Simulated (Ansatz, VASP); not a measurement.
# Co: VASP beside Ansatz

The input INCAR:

```
SYSTEM = Co
ALGO     = Normal         ! electronic algorithm
EDIFF    = 1E-6           ! SCF threshold, eV
EDIFFG   = -0.01          ! ionic threshold
ENCUT    = 600            ! plane-wave cutoff, eV
GGA      = CA             ! functional
IBRION   = 2              ! ionic algorithm
ISIF     = 3              ! what is computed and relaxed
ISMEAR   = -1             ! smearing method
LASPH    = .TRUE.         ! aspherical terms in the spheres
LCHARG   = .FALSE.        ! write CHGCAR
LREAL    = .FALSE.        ! projectors in reciprocal space
LWAVE    = .FALSE.        ! write WAVECAR
NELM     = 60             ! most SCF steps
NSW      = 80             ! ionic steps
PREC     = Accurate       ! precision mode
SIGMA    = 0.1            ! smearing width, eV
```

KPOINTS

```
k-points
0
G
  11 11 11
  0 0 0
```

The input POSCAR:

```
Co
1.0
    0.0000000000      2.4634331982      2.4634331982
    2.4634331982      0.0000000000      2.4634331982
    2.4634331982      2.4634331982      0.0000000000
Co
2
Direct
    0.1250000000      0.1250000000      0.1250000000
    0.8750000000      0.8750000000      0.8750000000
```

Input for Ansatz:

```yaml
crystal:
  lattice:
    - [0.0, 2.4634331982, 2.4634331982]
    - [2.4634331982, 0.0, 2.4634331982]
    - [2.4634331982, 2.4634331982, 0.0]
  atoms:
    - { symbol: Co, position: [0.125, 0.125, 0.125] }
    - { symbol: Co, position: [0.875, 0.875, 0.875] }
hamiltonian:
  xc: lda
  pseudopotentials:
    kind: paw
    azcp:
      Co: "pseudopotentials/Co.paw.azcp"
basis:
  ecutwfc: 420
  fft_grid_basis: typed
kpoints:
  mp_grid: { grid: [11, 11, 11], shift: [0, 0, 0] }
magnetization:
  spin_polarized: false
scf:
  occupations: { method: fermi_dirac, width: 0.1 }
relax:
  max_steps: 60
  f_tol: 0.01
  cell: {}
output:
  write_density: true
  write_potential: true
  elf: true
  volumetric_format: npy
```

The cell was built by a generator and needn't be a form met in nature.

Alike in both runs: task relaxation of cell and atoms; functional LDA; k mesh 11 × 11 × 11; occupations fermi-dirac, width 0.1 eV; no spin polarisation.

|  | VASP | Ansatz |
| --- | --- | --- |
| version | VASP 6.6.1 | Ansatz 0.2.0 |
| potentials or method | VASP PAW LDA potentials, release 64 (Co) | plane waves (420 eV) with PAW, scalar-relativistic |
| plane-wave cutoff (eV) | 600 | 420 |
| valence electrons in the cell | 18 | 34 |

```tsv
	VASP	Ansatz	Ansatz less VASP
relaxed volume (Å³/atom)	13.63	13.77	+0.145
relaxed cell length with the largest relative difference (Å)	3.378	3.390	+0.0120
energy change over the relaxation (meV/atom)	-55	-45	+10.6
```

The two sets of potentials don't hold the same shells in valence. Ansatz warned: «pseudo_functional_mismatch».

Caveats: the run has no spin polarisation, though such a crystal can be magnetic. Spin polarisation is off, so any magnetic state and its effect on volume and gap are missing.
